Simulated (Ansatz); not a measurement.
Base run

Ansatz input (lattice in Å, positions in fractions of it)
```yaml
crystal:
  lattice:
    - [0, 2.24, 2.24]
    - [2.24, 0, 2.24]
    - [2.24, 2.24, 0]
  atoms:
    - { symbol: Ta, position: [-0.0044642857, 0.0044642857, 0.0044642857] }
    - { symbol: C, position: [0.5, 0.5, 0.5] }
kpoints:
  mp_grid: { grid: [8, 8, 8] }
hamiltonian:
  xc: pbe
  pseudopotentials:
    kind: all_electron
    nuclear_model: point
    lapw: { basis_error: "0.25 meV" }
scf:
  occupations: { method: fermi_dirac, width: 0.1 }
  convergence: { dr2_threshold: "1e-9 eV" }
  max_iter: 300
output:
  forces: true
  stress: true
```

The calculation used PBE, all-electron LAPW, point nucleus in Ansatz 0.2.0 development build.

It gives a pressure of -0.83 GPa and an rms force of 0.241 eV/Å.

Task: What changes with a first-order correction from the scalar-relativistic equation to Dirac's equation for the inner shells Ta 4p, Ta 4d and those below them?

Result: The pressure increases by 0.09 GPa, the forces move by 0.1 meV/Å (rms).

The k-mesh is modest, so these values aren't fully converged in k.
